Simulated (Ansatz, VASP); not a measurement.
## InP in VASP and in Ansatz

```
CELL_PARAMETERS angstrom
0.00000 2.88378 2.55618
2.88378 0.00000 2.55618
2.88378 2.88378 0.00000
ATOMIC_POSITIONS crystal
In 0.00000 0.00000 0.00000
P 0.50000 0.50000 0.50000
```

Alike in both runs: task single point; functional PBE; k mesh 20 × 20 × 20; occupations gaussian, width 0.15 eV; no spin polarisation.

|  | VASP | Ansatz |
| --- | --- | --- |
| version | VASP 6.6.1 | Ansatz 0.2.0 |
| potentials or method | VASP PAW PBE potentials, release 64 (In_d, P) | scalar-relativistic, plane waves, PAW |
| plane-wave cutoff (eV) | 520 | 420 |
| valence electrons in the cell | 18 | 18 |

|  | VASP | Ansatz | Ansatz less VASP |
| --- | --- | --- | --- |
| gap on the k mesh at the Fermi level (eV) | none | none | - |
| pressure (GPa) | 2.2 | 2.3 | +0.04 |
| largest component of the traceless stress (GPa) | 10.88 | 10.93 | +0.058 |

A gap of «none» marks a metal or a gap that the smearing closes.
